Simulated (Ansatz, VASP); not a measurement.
**LiF: VASP beside Ansatz**

Contents of INCAR:

```
SYSTEM = LiF
  PREC = Accurate
  ENCUT = 520
  EDIFF = 1E-7
  ISMEAR = -1
  SIGMA = 0.05
  LREAL = .FALSE.
  LASPH = .TRUE.
  NELM = 60
  ALGO = Normal
  ISIF = 2
  LWAVE = .FALSE.
  LCHARG = .FALSE.
  GGA = PE
  NBANDS = 12
```

Contents of KPOINTS:

```
regular mesh
0
G
  10 10 10
  0 0 0
```

POSCAR

```
LiF
1.0
    2.5764840437      0.0000000000      0.0000000000
    0.0000000000      2.5764840437      0.0000000000
    0.0000000000      0.0000000000      2.5764840437
F Li
1 1
Direct
    0.5000000000      0.5000000000      0.5000000000
    0.0000000000      0.0000000000      0.0000000000
```

input.yaml

```yaml
crystal:
  lattice:
    - [2.5764840437, 0.0, 0.0]
    - [0.0, 2.5764840437, 0.0]
    - [0.0, 0.0, 2.5764840437]
  atoms:
    - { symbol: F, position: [0.5, 0.5, 0.5] }
    - { symbol: Li, position: [0.0, 0.0, 0.0] }
hamiltonian:
  xc: pbe
  pseudopotentials: { kind: paw }
kpoints:
  mp_grid: { grid: [10, 10, 10] }
scf:
  occupations: { method: fermi_dirac, width: 0.05 }
output:
  forces: true
  stress: true
  eigenvalues: true
  write_density: true
  write_potential: true
  elf: true
  volumetric_format: npy
```

Change from the starting cell: volume scaled by 1.02.

Alike in both runs: task single point; functional PBE; k mesh 10 × 10 × 10; occupations fermi-dirac, width 0.05 eV; no spin polarisation.

```csv
,VASP,Ansatz
version,VASP 6.6.1,Ansatz 0.2.0
potentials or method,"VASP PAW PBE potentials, release 64 (F, Li_sv)",Ansatz PAW
plane-wave cutoff (eV),520,420
valence electrons in the cell,10,10
```

VASP gave:

```
gap on the k mesh at the Fermi level (eV) : 7.35
least direct gap on the mesh (eV)         : 8.00
```

**Question.** Which values does Ansatz return?

**Answer.** gap on the k mesh at the Fermi level (eV): 7.35; least direct gap on the mesh (eV): 7.99.

 A k mesh can miss the band edges.
